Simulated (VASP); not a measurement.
# PtSe2 (Sudovikovite) (P-3m1) in VASP: further runs, part 2 of 2

VASP 6.6.1.

## (4) Relaxation of cell and atoms, r2SCAN

This run uses another cell than the first one, of 20.27 Å³/atom, 1.023 times its volume.

File INCAR:

```
PREC = Accurate ; ENCUT = 600
EDIFF = 1E-6 ; ISMEAR = 0
SIGMA = 0.03 ; LREAL = F
LASPH = T ; NELM = 80
ALGO = Normal ; ISIF = 3
LWAVE = F ; LCHARG = F
METAGGA = R2SCAN ; LMIXTAU = T
IBRION = 2 ; NSW = 90
EDIFFG = -0.01 ; KPAR = 2
```

File KPOINTS:

```
regular mesh
0
Gamma
  9 9 5
```

File POSCAR:

```
PtSe2
1.0
    3.7240000000      0.0000000000      0.0000000000
   -1.8620000000      3.2250786037      0.0000000000
    0.0000000000      0.0000000000      5.0620000000
Pt Se
1 2
Direct
    0.0000000000      0.0000000000      0.0000000000
    0.3333333333      0.6666666667      0.2500000000
    0.6666666667      0.3333333333      0.7500000000
```

Potentials or basis: VASP PAW PBE potentials, release 64 (Pt, Se).

Launch:

```bash
$ cat potpaw_PBE.64/Pt/POTCAR potpaw_PBE.64/Se/POTCAR > POTCAR
$ mpirun -np 2 vasp_std > vasp.out
```

OUTCAR:

```text
PREC = Accurate
   ENCUT = 600
   EDIFF = 1E-6
   ISMEAR = 0
   LREAL = F
   LASPH = T
   NELM = 80
   ISIF = 3
   METAGGA = R2SCAN
   IBRION = 2
   NSW = 90
   EDIFFG = -0.01

 ion  position               nearest neighbor table
   1  0.000  0.000  0.000-   2 2.49   3 2.49   3 2.49   2 2.49   3 2.49   2 2.49
   2  0.333  0.667  0.250-   1 2.49   1 2.49   1 2.49
   3  0.667  0.333  0.750-   1 2.49   1 2.49   1 2.49

  LATTYP: Found a hexagonal cell.
 ALAT       =     3.7240000000
 C/A-ratio  =     1.3592910849

  Lattice vectors:

 A1 = (   3.7240000000,   0.0000000000,   0.0000000000)
 A2 = (  -1.8620000000,   3.2250786037,   0.0000000000)
 A3 = (   0.0000000000,   0.0000000000,   5.0620000000)

Analysis of symmetry for initial positions (statically):
=====================================================================
 Subroutine PRICEL returns:
 Original cell was already a primitive cell.

 Routine SETGRP: Setting up the symmetry group for a
 hexagonal supercell.

 Subroutine GETGRP returns: Found 12 space group operations
 (whereof 12 operations were pure point group operations)
 out of a pool of 24 trial point group operations.

The static configuration has the point symmetry D_3d.

Analysis of symmetry for dynamics (positions and initial velocities):
=====================================================================
 Subroutine PRICEL returns:
 Original cell was already a primitive cell.

 Routine SETGRP: Setting up the symmetry group for a
 hexagonal supercell.

 Subroutine GETGRP returns: Found 12 space group operations
 (whereof 12 operations were pure point group operations)
 out of a pool of 24 trial point group operations.

The dynamic configuration has the point symmetry D_3d.

 Subroutine INISYM returns: Found 12 space group operations
 (whereof 12 operations are pure point group operations),
 and found     1 'primitive' translations

----------------------------------------------------------------------------------------

                                     Primitive cell

  volume of cell :      60.7956

  direct lattice vectors                    reciprocal lattice vectors
     3.724000000  0.000000000  0.000000000     0.268528464  0.155034981  0.000000000
[... 146 lines left out ...]
  -------------------------------------------------------------------------------------
  Total        1.8836458      1.8836458      1.9432993      0.0000000     -0.0000000      0.0000000
  in kB       49.6406783     49.6406783     51.2127579      0.0000000     -0.0000000      0.0000000
  external PRESSURE =      50.1647049 kB  Pullay stress =       0.0000000 kB
[... 92 lines left out ...]
  FREE ENERGIE OF THE ION-ELECTRON SYSTEM (eV)
  ---------------------------------------------------
  free  energy   TOTEN  =       -81.4577757191 eV

  energy  without entropy=      -81.4576425624  energy(sigma->0) =      -81.45770914

 E-fermi :   5.1292     XC(G=0): -10.6596

 val. band max:        4.9714322193   @ k =   0.0000   0.0000   0.0000
 cond. band min:       5.4254977491   @ k =   0.3333   0.3333   0.0000
 fundamental gap:      0.4540655298
 Fermi energy:         5.1291847538

 k-point     1 :       0.0000    0.0000    0.0000
  band No.  band energies     occupation
      1     -10.6064      2.00000
      2      -8.3678      2.00000
      3      -1.7930      2.00000
      4      -1.1578      2.00000
      5      -1.1578      2.00000
      6       1.1128      2.00000
      7       1.1128      2.00000
      8       2.4455      2.00000
      9       4.1240      2.00000
     10       4.1240      2.00000
     11       4.9714      2.00000
     12       6.9388      0.00000
     13       6.9388      0.00000
     14       9.6046      0.00000
[... 403 lines left out ...]
      4      -0.9046      2.00000
      5      -0.4765      2.00000
      6      -0.0503      2.00000
      7       0.6671      2.00000
      8       1.6552      2.00000
      9       3.0893      2.00000
     10       3.1537      2.00000
     11       4.4123      2.00000
     12       5.5296      0.00000
     13       6.5715      0.00000
     14      10.1845      0.00000
     15      12.2286      0.00000

 [... further k-points ...]

[... ionic steps 4 to 17 ...]

--------------------------------------- Ionic step       18  -------------------------------------------

 number of electron      21.9999996 magnetization

------------------------ aborting loop because EDIFF is reached ----------------------------------------
[... 69 lines left out ...]
--------------------------------------- Ionic step       20  -------------------------------------------

 number of electron      21.9999997 magnetization

 Free energy of the ion-electron system (eV)
  ---------------------------------------------------
  ext. energy  EPLUGINS =         0.00000000
  ---------------------------------------------------
  free energy    TOTEN  =       -81.49665919 eV

  energy without entropy =      -81.49665919  energy(sigma->0) =      -81.49665919

 E-fermi :   4.6046     XC(G=0): -10.4230

 val. band max:        4.4093601445   @ k =   0.1111  -0.0000   0.0000
 cond. band min:       5.1380746448   @ k =   0.0000   0.2222   0.4000
 fundamental gap:      0.7287145003
 Fermi energy:         4.6046007518

 k-point     1 :       0.0000    0.0000    0.0000
  band No.  band energies     occupation
      1     -10.9258      2.00000
      2      -8.7609      2.00000
      3      -2.0085      2.00000
      4      -1.5555      2.00000
      5      -1.5555      2.00000
      6       0.7474      2.00000
      7       0.7474      2.00000
      8       2.1702      2.00000
      9       3.7672      2.00000
     10       3.7672      2.00000
     11       4.3891      2.00000
     12       6.7380      0.00000
     13       6.7380      0.00000
     14       9.2019      0.00000
[... 445 lines left out ...]
  FREE ENERGIE OF THE ION-ELECTRON SYSTEM (eV)
  ---------------------------------------------------
  free  energy   TOTEN  =       -81.4966591854 eV

  energy  without entropy=      -81.4966591854  energy(sigma->0) =      -81.49665919

 reached required accuracy - stopping structural energy minimisation
```

It took 21 min on 2 MPI ranks of Intel Xeon Platinum 8259CL at 2.50GHz (Skylake/Cascade Lake), shared host; peak memory 0.24 GiB.

What came out:

- Free energy: -81.4967 eV
- Relaxed volume: 23.09 Å³/atom
- Relaxed cell: a = 3.719 Å, b = 3.719 Å, c = 5.784 Å, α = 90.00°, β = 90.00°, γ = 120.00°
- Space group after relaxing (to 0.05 Å): P-3m1 (No. 164)
- Energy gained by relaxing: 24.1 meV/atom
- Ionic steps: 20
- Pressure after relaxing: 0.0 GPa
- Largest force after relaxing: 0.009 eV/Å
- Band gap on the k mesh: 0.73 eV, indirect (least direct gap 0.94 eV)

Forces on the atoms (eV/Å):
```
Pt   0.000  0.000  0.000
Se   0.000  0.000 -0.009
Se   0.000  0.000  0.009
```

The path:
```csv
step,energy change (eV),largest force (eV/Å),pressure (GPa),volume (Å³)
1,0.0000,0.3766,5.02,60.80
2,0.0563,0.8011,-6.54,66.55
3,-0.0335,0.1149,0.03,62.88
4,-0.0335,0.1058,0.13,62.84
5,-0.0376,0.1183,0.13,63.07
6,-0.0468,0.1554,0.17,63.76
7,-0.0539,0.2361,0.44,65.07
8,-0.0576,0.2279,0.19,65.56
9,-0.0655,0.2012,-0.46,67.02
10,-0.0683,0.1405,-1.38,69.97
11,-0.0692,0.1571,-1.07,68.91
12,-0.0721,0.0064,-0.12,68.98
13,-0.0721,0.0153,0.02,68.99
14,-0.0721,0.0198,0.04,68.99
15,-0.0722,0.0166,0.04,69.02
16,-0.0723,0.0096,0.07,69.11
17,-0.0723,0.0045,0.12,69.29
18,-0.0724,0.0026,0.10,69.21
19,-0.0724,0.0250,-0.12,69.37
20,-0.0724,0.0089,0.01,69.27
```

Final structure:
```xyz
3
Lattice="3.7190 0.0000 0.0000 -1.8595 3.2207 0.0000 0.0000 0.0000 5.7835" Properties=species:S:1:pos:R:3 pbc="T T T"
Pt    0.0000    0.0000    0.0000
Se    0.0000    2.1472    1.3115
Se    1.8595    1.0736    4.4720
```

Caveat: the PAW data sets were made with another functional, which shifts forces and pressure a little; spin-orbit coupling is left out, which moves the levels of the heavy elements; an odd mesh through Γ misses points on the zone boundary, where band edges often lie; the volume moved by +14 % from the deposited cell, more than functionals usually miss.

## (5) Relaxation of cell and atoms, r2SCAN

This run uses another cell than the first one, of 23.09 Å³/atom, 1.165 times its volume.

File INCAR:

```
PREC = Accurate ; ENCUT = 600
EDIFF = 1E-7 ; ISMEAR = 0
SIGMA = 0.03 ; LREAL = F
LASPH = T ; NELM = 80
ALGO = Normal ; ISIF = 3
LWAVE = F ; LCHARG = F
METAGGA = R2SCAN ; LMIXTAU = T
IBRION = 2 ; NSW = 90
EDIFFG = -0.005 ; KPAR = 2
```

KPOINTS is that of step 4.

File POSCAR:

```
PtSe2                                   
1.0
    3.7189940020     -0.0000000000      0.0000000000
   -1.8594970010      3.2207432823      0.0000000000
   -0.0000000000      0.0000000000      5.7835234299
  Pt              Se            
     1     2
Direct
     0.0000000000000000    0.0000000000000000    0.0000000000000000
     0.3333333332999970    0.6666666667000030    0.2267729590813505
     0.6666666667000030    0.3333333332999970    0.7732270409186492
```

Launch:

```bash
$ cat potpaw_PBE.64/Pt/POTCAR potpaw_PBE.64/Se/POTCAR > POTCAR
$ mpirun -np 2 vasp_std > vasp.out
```

Run time: 14 min. Hardware: 2 MPI ranks of Intel Xeon Platinum 8259CL at 2.50GHz (Skylake/Cascade Lake), shared host; peak memory 0.27 GiB.

It converged, with:

| Property | Result |
| --- | --- |
| Free energy | -81.4985 eV |
| Relaxed volume | 23.20 Å³/atom |
| Relaxed cell | a = 3.719 Å, b = 3.719 Å, c = 5.811 Å, α = 90.00°, β = 90.00°, γ = 120.00° |
| Space group after relaxing (to 0.05 Å) | P-3m1 (No. 164) |
| Energy gained by relaxing | 0.0 meV/atom |
| Ionic steps | 13 |
| Pressure after relaxing | 0.0 GPa |
| Band gap on the k mesh | 0.75 eV, indirect (least direct gap 0.96 eV) |

Final structure:
```cif
data_structure
_symmetry_space_group_name_H-M 'P 1'
_symmetry_Int_Tables_number 1
_cell_length_a 3.7188
_cell_length_b 3.7188
_cell_length_c 5.8112
_cell_angle_alpha 90.000
_cell_angle_beta 90.000
_cell_angle_gamma 120.000
_cell_volume 69.60
loop_
_atom_site_label
_atom_site_type_symbol
_atom_site_fract_x
_atom_site_fract_y
_atom_site_fract_z
_atom_site_occupancy
Pt1 Pt 0.00000 0.00000 0.00000 1
Se1 Se 0.33333 0.66667 0.22562 1
Se2 Se 0.66667 0.33333 0.77438 1
```

Levels at points of the mesh, in eV from the valence-band top:
```
           k point  band 8  band 9  band 10  band 11  band 12  band 13  band 14  band 15
(0.00, 0.00, 0.00)   -2.21   -0.62    -0.62    -0.03     2.36     2.36     4.80     5.20
```

Caveat: the PAW data sets were made with another functional, which shifts forces and pressure a little; spin-orbit coupling is left out, which moves the levels of the heavy elements; an odd mesh through Γ misses points on the zone boundary, where band edges often lie.

## (6) Summary

| level | gap on the mesh (eV) | pressure (GPa) | relaxed volume (Å³/atom) |
| --- | --- | --- | --- |
| PBEsol | none | 0.0 | 19.80 |
| PBE+D3(BJ) | none | 0.0 | 19.74 |
| r2SCAN | 0.75 | 0.0 | 23.20 |

Alike in all rows: task relaxation of cell and atoms; potentials or basis VASP PAW PBE potentials, release 64 (Pt, Se); no spin polarisation; cell relaxed; k mesh 9 × 9 × 5; cutoff (eV) 600; smearing gaussian 0.03 eV.

Caveats: the PAW data sets were made with another functional, which shifts forces and pressure a little (some runs); pairwise dispersion overbinds metals, which lowers pressure and volume (some runs); spin-orbit coupling is left out, which moves the levels of the heavy elements (some runs); an odd mesh through Γ misses points on the zone boundary, where band edges often lie (some runs).

Total energies depend on the potentials used, so only differences within one code and one set of settings carry meaning.
